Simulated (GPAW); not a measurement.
# MgO (Fm-3m) in GPAW: a series of runs

Aim: see how the results for MgO move with the level of theory and the settings. Levels: RPBE, vdW-DF2, TPSS. Tasks: single point.

Program: GPAW 26.7.0. These are calculated values, not measurements. Logs are shortened: lines on timing, memory, paths and dates and some standing lists are left out, and cuts for length are marked. The log counts tension as positive stress, the text compression.

**Measured values to compare with.**

From “Electronic structure of alkaline earth and post-transition metal oxides”, 2009, arxiv:0908.1581, for a bulk crystal of MgO: band gap 7.83 eV.

The results are compared with them further down.

### Step 1. Starting point

The structure is cubic, space group Fm-3m (No. 225). The conventional cell has a = 4.194 Å, b = 4.194 Å, c = 4.194 Å, α = 90.00°, β = 90.00°, γ = 90.00°. Around Mg (site symmetry m-3m) lie 6 O at 2.10 Å. O (site symmetry m-3m) is surrounded by 6 Mg at 2.10 Å.

The cell is a database's computed one.

### Step 2. Single point, RPBE

The input, run.py:

```python
from ase.dft.bandgap import bandgap
from ase.io import read, write
from ase.units import GPa
from gpaw import GPAW, PW

atoms = read('MgO.xyz')

calc = GPAW(mode=PW(800),
            xc='RPBE',
            kpts={'size': (11, 11, 11), 'gamma': True},
            occupations={'name': 'fermi-dirac', 'width': 0.05},
            nbands=16,
            convergence={'density': 1e-05, 'energy': 1e-05},
            maxiter=150,
            txt='gpaw.txt')
atoms.calc = calc
energy = atoms.get_potential_energy()
forces = atoms.get_forces()
stress = atoms.get_stress()
calc.write('gs.gpw')
write('result.traj', atoms)
print(f'Energy: {energy:.6f} eV')
print('Forces (eV/A):')
print(forces.round(4))
print('Stress (GPa):', (stress / GPa).round(3))
print('Fermi level:', round(calc.get_fermi_level(), 4), 'eV')
print(f'Gap: {bandgap(calc)[0]:.4f} eV, direct: {bandgap(calc, direct=True)[0]:.4f} eV')
```

The input, MgO.xyz:

```xyz
2
Lattice="0.0000000000 2.0970013927 2.0970013927 2.0970013927 0.0000000000 2.0970013927 2.0970013927 2.0970013927 0.0000000000" Properties=species:S:1:pos:R:3 pbc="T T T"
Mg     0.0000000000      0.0000000000      0.0000000000
O      2.0970013927      2.0970013927      2.0970013927
```

Potentials or basis: the program's PAW data sets (release 1.2.1) made for this functional, pw.

Launch:

```console
$ OMP_NUM_THREADS=1 python run.py
```

gpaw.txt:

```text
__  _  _
 | _ |_)|_||  |
 |__||  | ||/\| - 26.7.0

Input parameters:
  mode=PW(ecut=800.0),
  convergence={'density': 1e-05, 'energy': 1e-05},
  kpts=MonkhorstPack(size=(11, 11, 11), gamma=True),
  maxiter=150,
  nbands=16,
  occupations=Occupations(name='fermi-dirac', width=0.05),
  xc=XC(name='RPBE')

Diagonalizing LCAO Hamiltonian
Converting LCAO to pw mode

              O

       Mg

Atoms  # Å, Bohr magnetons
|   | symbol |        x |        y |        z |    initial magnetic moments |
|---|--------|----------|----------|----------|-----------------------------|
| 0 |     Mg | 0.000000 | 0.000000 | 0.000000 | ( 0.0000,  0.0000,  0.0000) |
| 1 |      O | 2.097001 | 2.097001 | 2.097001 | ( 0.0000,  0.0000,  0.0000) |

Unit cell  # Å
| periodic |        x |        y |        z |  lengths |    angles |
|----------|----------|----------|----------|----------|-----------|
|      yes | 0.000000 | 2.097001 | 2.097001 | 2.965608 | 60.000000 |
|      yes | 2.097001 | 0.000000 | 2.097001 | 2.965608 | 60.000000 |
|      yes | 2.097001 | 2.097001 | 0.000000 | 2.965608 | 60.000000 |

Number of symmetries: 48
Symmetry operations  # r_c * U_cc + t_c -> r_c
|    | kind |            matrix            |
|----|------|------------------------------|
|  0 |  σ   |  1, 0, 0,  1, 0,-1,  1,-1, 0 |
|  1 |  C2  |  1, 0, 0,  1,-1, 0,  1, 0,-1 |
|  2 |  E   |  1, 0, 0,  0, 1, 0,  0, 0, 1 |
|  3 |  σ   |  1, 0, 0,  0, 0, 1,  0, 1, 0 |
|  4 |  C4  |  1, 0,-1,  1, 0, 0,  1,-1, 0 |
|  5 |  S6  |  1, 0,-1,  1,-1, 0,  1, 0, 0 |
|  6 |  σ   |  1, 0,-1,  0, 1,-1,  0, 0,-1 |
|  7 |  C3  |  1, 0,-1,  0, 0,-1,  0, 1,-1 |
|  8 |  S6  |  1,-1, 0,  1, 0, 0,  1, 0,-1 |
|  9 |  C4  |  1,-1, 0,  1, 0,-1,  1, 0, 0 |
| 10 |  C3  |  1,-1, 0,  0,-1, 1,  0,-1, 0 |
| 11 |  σ   |  1,-1, 0,  0,-1, 0,  0,-1, 1 |
| 12 |  σ   |  0, 1, 0,  1, 0, 0,  0, 0, 1 |
| 13 |  C4  |  0, 1, 0,  0, 1,-1, -1, 1, 0 |
| 14 |  C3  |  0, 1, 0,  0, 0, 1,  1, 0, 0 |
| 15 |  S6  |  0, 1, 0, -1, 1, 0,  0, 1,-1 |
| 16 |  C2  |  0, 1,-1,  1, 0,-1,  0, 0,-1 |
| 17 |  σ   |  0, 1,-1,  0, 1, 0, -1, 1, 0 |
| 18 |  S4  |  0, 1,-1,  0, 0,-1,  1, 0,-1 |
| 19 |  C4  |  0, 1,-1, -1, 1, 0,  0, 1, 0 |
| 20 |  C3  |  0, 0, 1,  1, 0, 0,  0, 1, 0 |
| 21 |  σ   |  0, 0, 1,  0, 1, 0,  1, 0, 0 |
| 22 |  S6  |  0, 0, 1,  0,-1, 1, -1, 0, 1 |
| 23 |  C4  |  0, 0, 1, -1, 0, 1,  0,-1, 1 |
| 24 |  S4  |  0, 0,-1,  1, 0,-1,  0, 1,-1 |
| 25 |  C3  |  0, 0,-1,  0, 1,-1,  1, 0,-1 |
| 26 |  C2  |  0, 0,-1,  0,-1, 0, -1, 0, 0 |
| 27 |  S6  |  0, 0,-1, -1, 0, 0,  0,-1, 0 |
| 28 |  S4  |  0,-1, 1,  1,-1, 0,  0,-1, 0 |
| 29 |  C4  |  0,-1, 1,  0, 0, 1, -1, 0, 1 |
| 30 |  C2  |  0,-1, 1,  0,-1, 0,  1,-1, 0 |
| 31 |  σ   |  0,-1, 1, -1, 0, 1,  0, 0, 1 |
| 32 |  C3  |  0,-1, 0,  1,-1, 0,  0,-1, 1 |
| 33 |  S6  |  0,-1, 0,  0, 0,-1, -1, 0, 0 |
| 34 |  S4  |  0,-1, 0,  0,-1, 1,  1,-1, 0 |
| 35 |  C2  |  0,-1, 0, -1, 0, 0,  0, 0,-1 |
| 36 |  C2  | -1, 1, 0,  0, 1, 0,  0, 1,-1 |
| 37 |  S6  | -1, 1, 0,  0, 1,-1,  0, 1, 0 |
| 38 |  S4  | -1, 1, 0, -1, 0, 1, -1, 0, 0 |
| 39 |  C3  | -1, 1, 0, -1, 0, 0, -1, 0, 1 |
| 40 |  S6  | -1, 0, 1,  0, 0, 1,  0,-1, 1 |
| 41 |  C2  | -1, 0, 1,  0,-1, 1,  0, 0, 1 |
| 42 |  C3  | -1, 0, 1, -1, 1, 0, -1, 0, 0 |
| 43 |  S4  | -1, 0, 1, -1, 0, 0, -1, 1, 0 |
| 44 |  C2  | -1, 0, 0,  0, 0,-1,  0,-1, 0 |
| 45 |  i   | -1, 0, 0,  0,-1, 0,  0, 0,-1 |
| 46 |  σ   | -1, 0, 0, -1, 1, 0, -1, 0, 1 |
| 47 |  C2  | -1, 0, 0, -1, 0, 1, -1, 1, 0 |

BZ-sampling:
  Number of BZ points: 1331
  Number of IBZ points: 56

  Monkhorst-Pack size: [11, 11, 11]
  Monkhorst-Pack shift: [0, 0, 0]

K-points  # in reciprocal-cell coordinates
|     |                                coordinates |     weight |
|-----|--------------------------------------------|------------|
|   0 | (  0.00000000,   0.00000000,   0.00000000) | 0.00075131 |
|   1 | (  0.09090909,   0.09090909,   0.00000000) | 0.00450789 |
|   2 | (  0.09090909,   0.09090909,   0.09090909) | 0.00601052 |
|   3 | (  0.18181818,   0.09090909,   0.09090909) | 0.00901578 |
|   4 | (  0.18181818,   0.18181818,   0.00000000) | 0.00450789 |
|   5 | (  0.18181818,   0.18181818,   0.09090909) | 0.01803156 |
|   6 | (  0.18181818,   0.18181818,   0.18181818) | 0.00601052 |
|   7 | (  0.27272727,   0.18181818,   0.09090909) | 0.01803156 |
|   8 | (  0.27272727,   0.18181818,   0.18181818) | 0.01803156 |
|   9 | (  0.27272727,   0.27272727,   0.00000000) | 0.00450789 |
| ... |                                            |            |
|  55 | (  0.45454545,   0.45454545,   0.45454545) | 0.00601052 |

Plane wave coefficients: 959
Cutoff: 800.0 eV

Spin-components: 1 (collinear spins)
Bands:           16
Projectors:      10
Spin-degeneracy: 2
Datatype:        complex128

Parallelization:
  kpt:    1
  domain: 1
  band:   1

Density:
  Valence electrons: 16.0
  Components: 1
  Grid points: [20 20 20]
  Charge: 0.0  # |e|

Potential:
  Grid points: [20 20 20]

species:
  Mg:
    name:    Magnesium
    Z:       12.0
    valence: 10
    core:    2
    charge:  0.0  # [|e|]
    compensation charges:
      type: gauss
      rc: 0.33  # [Å]
      lmax: 2
    cutoffs:
      filter: 1.86  # [Å]
      core: 0.54  # [Å]
    projectors
    | kind |    occ | energy [eV] | rcut [Å] |
    |------|--------|-------------|----------|
    |   2s |  2.000 |     -80.012 |    1.090 |
    |   3s |  2.000 |      -4.684 |    1.090 |
    |   2p |  6.000 |     -46.607 |    1.085 |
    |   3p |  0.000 |      -1.360 |    1.085 |
    |    d |        |       0.000 |    1.037 |

    Using partial waves for Mg as LCAO basis

  O:
    name:    Oxygen
    Z:       8.0
    valence: 6
    core:    2
    charge:  0.0  # [|e|]
    compensation charges:
      type: gauss
      rc: 0.21  # [Å]
      lmax: 2
    cutoffs:
      filter: 1.17  # [Å]
      core: 0.83  # [Å]
    projectors
    | kind |    occ | energy [eV] | rcut [Å] |
    |------|--------|-------------|----------|
    |   2s |  2.000 |     -24.041 |    0.688 |
    |   2p |  4.000 |      -8.984 |    0.598 |
    |    s |        |       3.170 |    0.688 |
    |    p |        |      18.228 |    0.598 |
    |    d |        |       0.000 |    0.619 |

    Using partial waves for O as LCAO basis

Reference energy: -7495.614363  # eV

eigensolver:
  PPCG
  Converge bands: occupied
  niter=2

density mixing:
  MSR1-Mixer
  Pratt-step length: 0.05
  Maximum mixing coefficient: 0.75
  Old densities: 10
  SVD Regularization: 0.005
  Good broyden scale: 1.0
  Trust region scale: 1.0
  Backstep threshold: 4.0
  History deletion threshold: 6.0
  Fourier metric: weight=20.0, sigma=0.015

occupation numbers:
  Fermi-Dirac:
    width: 0.0500  # eV

poisson solver:
  ecut: 6400.0  # eV

xc functional:
  name: RPBE with 2 nearest neighbor stencil

convergence criteria:
- Maximum integral of absolute [dens]ity change: 1e-05 electrons / valence electron
- Maximum [total energy] change in last 3 cyles: 1e-05 eV / valence electron
- Maximum integral of absolute [eigenst]ate change: 4e-08 eV^2 / valence electron
maximum number of iterations: 150

SCF iterations
|iter     | |      energy | eigst |  dens |
|---------|-|-------------|-------|-------|
|iter:   1| |  -12.773561 | -0.08 |       |
|iter:   2| |  -12.420448 | -2.08 | -0.99 |
|iter:   3| |  -11.456921 | -1.35 | -1.04 |
|iter:   4| |  -11.470523 | -2.62 | -1.58 |
|iter:   5| |  -11.480856 | -2.66 | -1.84 |
|iter:   6| |  -11.480976 | -4.65 | -2.98 |
|iter:   7| |  -11.481011c| -5.64 | -3.34 |
|iter:   8| |  -11.481012c| -7.37 | -4.36 |
|iter:   9| |  -11.481012c| -7.82c| -4.98 |
|iter:  10| |  -11.481012c| -8.16c| -5.60c|

Converged in 10 steps
Energy contributions relative to reference atoms: (reference = -7495.614363)

Energy contributions:
  Kinetic:          15.374786
  Coulomb:         -12.994582
  Zero:              0.234007
  External:          0.000000
  Xc:              -14.095223
  Entropy:          -0.000000
  Spinorbit:         0.000000
  ----------------------------
  Free energy:     -11.481012
  Extrapolated:    -11.481012

dipole moment: (-5.984115, -5.984115, -5.984115)  # |e|*Ang

Fermi level: 6.132
Eigenvalues  # (at kpt = [0.000, 0.000, 0.000])
| band index |      eig [eV] | occ [0-2] |
|------------|---------------|-----------|
|          0 |       -67.378 |     2.000 |
|          1 |       -33.933 |     2.000 |
|          2 |       -33.933 |     2.000 |
|          3 |       -33.933 |     2.000 |
|          4 |       -12.187 |     2.000 |
|          5 |         5.172 |     2.000 |
|          6 |         5.172 |     2.000 |
|          7 |         5.172 |     2.000 |
|          8 |        10.176 |     0.000 |
|          9 |        21.206 |     0.000 |
|         10 |        21.206 |     0.000 |
|         11 |        21.206 |     0.000 |
|         12 |        25.066 |     0.000 |
|         13 |        26.980 |     0.000 |
|         14 |        26.980 |     0.000 |
|         15 |        29.904 |     0.000 |

Gap: 5.004 eV
Transition (v -> c):
  (s=0, k=0, n=7, [0.00, 0.00, 0.00]) -> (s=0, k=0, n=8, [0.00, 0.00, 0.00])
No difference between direct/indirect transitions

Forces  # eV/Ang
|       x |       y |        z |
|---------|---------|----------|
| 0.00000 | 0.00000 |  0.00000 |  # Mg   0
| 0.00000 | 0.00000 | -0.00000 |  # O    1

Stress tensor  # eV/Ang^3
|         x |         y |         z |
|-----------|-----------|-----------|
| -0.075790 |  0.000000 |  0.000000 |
|  0.000000 | -0.075790 | -0.000000 |
|  0.000000 | -0.000000 | -0.075790 |

# Writing to gs.gpw (mode='')
```

It took 13 s on 1 thread of Arm Neoverse V2, shared host; peak memory 0.15 GiB.

What came out:

```
Free energy            : -11.4810 eV
Pressure               : 12.1 GPa
Band gap on the k mesh : 5.00 eV, direct
```

(Continued in part 2 of 2.)
